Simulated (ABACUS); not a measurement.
**TiTe2 in ABACUS: tuning init wfc**

Input of the first run (init wfc atomic); the others differ in this setting and in those tied to it:

File INPUT:

```
INPUT_PARAMETERS
suffix              TiTe2
calculation         scf
basis_type          pw
pseudo_dir          ./
symmetry            1
dft_functional      pz
ecutwfc             84
pseudo_rcut         7
nspin               1
nbands              27
ks_solver           dav
smearing_method     mp
smearing_sigma      0.00734986
scf_thr             1e-08
scf_nmax            60
mixing_type         broyden
mixing_beta         0.7
cal_force           1
cal_stress          1
init_wfc            atomic
kpar                4
```

Contents of STRU:

```
ATOMIC_SPECIES
Te 127.6000 Te.upf
Ti 47.8670 Ti.upf

LATTICE_CONSTANT
1.8897261246

LATTICE_VECTORS
3.7770000000 0.0000000000 0.0000000000
-1.8885000000 3.2709779501 0.0000000000
0.0000000000 0.0000000000 6.4980000000

ATOMIC_POSITIONS
Direct

Te
0.0
2
0.3333333333 0.6666666667 0.7372000000 1 1 1
0.6666666667 0.3333333333 0.2628000000 1 1 1

Ti
0.0
1
0.0000000000 0.0000000000 0.0000000000 1 1 1
```

Contents of KPT:

```
K_POINTS
0
Gamma
6 6 3 0 0 0
```

Potentials or basis: PseudoDojo NC SR 0.4.1 LDA standard, plane waves.

Run with:

```console
$ OMP_NUM_THREADS=1 mpirun -np 4 abacus > log
```

Hardware: 4 MPI ranks on Intel(R) Xeon(R) 6975P-C (Granite Rapids), on a shared host.

```
     init wfc  energy less the last converged row (meV/atom)  SCF cycles  wall time (s)
       atomic                                           0.00           8             11
atomic+random                                           0.00           8             11
       random                                           0.00           8             14
```

Fastest here: atomic (11 s), level within noise with atomic+random; slowest of those that converged: random (14 s). These are single runs, one after another on one machine, so differences under about a fifth mean little.

Spin-orbit coupling is left out, which matters for the levels of Te.
